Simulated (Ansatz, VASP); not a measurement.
## One calculation of HfO2, two programs

POSCAR

```
HfO2
1.0
    0.0000000000      2.5036121682      2.5036121682
    2.5036121682      0.0000000000      2.5036121682
    2.5036121682      2.5036121682      0.0000000000
Hf O
1 2
Direct
    0.0000000000      0.0000000000      0.0000000000
    0.2500000000      0.2500000000      0.2500000000
    0.7500000000      0.7500000000      0.7500000000
```

File INCAR.step1:

```
PREC = Accurate ; ENCUT = 520
ISMEAR = 0 ; SIGMA = 0.02
LREAL = F ; LASPH = T
NELM = 100 ; NBANDS = 18
GGA = PE ; ALGO = Normal
EDIFF = 1E-4 ; LWAVE = T
LCHARG = F
```

File INCAR.step2:

```
PREC = Accurate ; ENCUT = 520
EDIFF = 1E-7 ; ISMEAR = 0
SIGMA = 0.02 ; LREAL = F
LASPH = T ; NELM = 100
ALGO = Normal ; ISIF = 2
LWAVE = F ; LCHARG = F
METAGGA = R2SCAN ; LMIXTAU = T
NBANDS = 18 ; ISTART = 1
```

KPOINTS

```
regular mesh
0
Gamma
  8 8 8
```

Input for Ansatz:

```yaml
crystal:
  lattice:
    - [0.0, 2.5036121682, 2.5036121682]
    - [2.5036121682, 0.0, 2.5036121682]
    - [2.5036121682, 2.5036121682, 0.0]
  atoms:
    - { symbol: Hf, position: [0.0, 0.0, 0.0] }
    - { symbol: O, position: [0.25, 0.25, 0.25] }
    - { symbol: O, position: [0.75, 0.75, 0.75] }
basis:
  ecutwfc: 500
kpoints:
  mp_grid: { grid: [8, 8, 8] }
hamiltonian:
  xc: r2scan
scf:
  occupations: { method: gaussian, width: 0.02 }
output:
  forces: true
  stress: true
  eigenvalues: true
```

Alike in both runs: task single point; functional r2SCAN; k mesh 8 × 8 × 8; occupations gaussian, width 0.02 eV; no spin polarisation.

|  | VASP | Ansatz |
| --- | --- | --- |
| version | VASP 6.6.1 | Ansatz 0.2.0 |
| potentials or method | VASP PAW PBE potentials, release 64 (Hf_pv, O) | scalar-relativistic, plane waves, PAW |
| plane-wave cutoff (eV) | 520 | 500 |
| valence electrons in the cell | 22 | 38 |

Ansatz gave:

```
gap on the k mesh at the Fermi level (eV) : 4.38
least direct gap on the mesh (eV)         : 4.38
pressure (GPa)                            : 8.8
```

Q: What did VASP give for the same quantities?

A: gap on the k mesh at the Fermi level (eV): 4.41; least direct gap on the mesh (eV): 4.41; pressure (GPa): 4.5.

One of these differences is far larger than is usual between the two programs; its cause wasn't traced. The functional is the same, so the differences come from potentials, cutoffs and numerics. The two sets of potentials don't hold the same shells in valence.

Caveats: the PAW data sets were made with another functional, which shifts forces and pressure a little (VASP); spin-orbit coupling is left out, which moves the levels of the heavy elements. A k mesh can miss the band edges. r2SCAN opens gaps a little over a GGA but as a rule still falls short of measured ones.
